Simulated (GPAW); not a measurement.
Crystal: MgB2.

```
Mg B
1.0
     3.08500    0.00000    0.00000
    -1.54250    2.67169    0.00000
     0.00000    0.00000    3.52300
Mg B
1 2
Direct
  0.00000 0.00000 0.00000
  0.66667 0.33333 0.50000
  0.33333 0.66667 0.50000
```

```yaml
Program: GPAW 26.7.0
Task: relaxation of cell and atoms
Functional: PBEsol
Potentials_or_basis: PAW data sets generated in the run's folder for this functional
Cutoff: 800 eV
Basis: pw
k_mesh: 7 × 7 × 6
Occupations: fermi-dirac, width 0.05 eV
Spin: no spin polarisation
```

At the start: pressure -3.3 GPa; volume 9.68 Å³/atom.

**Question.** How do energy, volume and symmetry change on relaxing?

**Answer.** Over 3 steps the energy falls by 2.1 meV/atom and the volume is 9.48 Å³/atom (-2.0 %); space group P6/mmm (No. 191, to 0.05 Å).

Step by step:
```
step  energy change (eV)  largest force (eV/Å)  pressure (GPa)  volume (Å³)
   1              0.0000                0.0000           -3.27        29.04
   2             -0.0016                0.0000           -2.83        28.96
   3             -0.0062                0.0000            0.04        28.44
```

Final structure:
```cif
data_structure
_symmetry_space_group_name_H-M 'P 1'
_symmetry_Int_Tables_number 1
_cell_length_a 3.0589
_cell_length_b 3.0589
_cell_length_c 3.5102
_cell_angle_alpha 90.000
_cell_angle_beta 90.000
_cell_angle_gamma 120.000
_cell_volume 28.44
loop_
_atom_site_label
_atom_site_type_symbol
_atom_site_fract_x
_atom_site_fract_y
_atom_site_fract_z
_atom_site_occupancy
Mg1 Mg 0.00000 0.00000 0.00000 1
B1 B 0.66667 0.33333 0.50000 1
B2 B 0.33333 0.66667 0.50000 1
```

Caveat: later steps reuse the first step's grids.
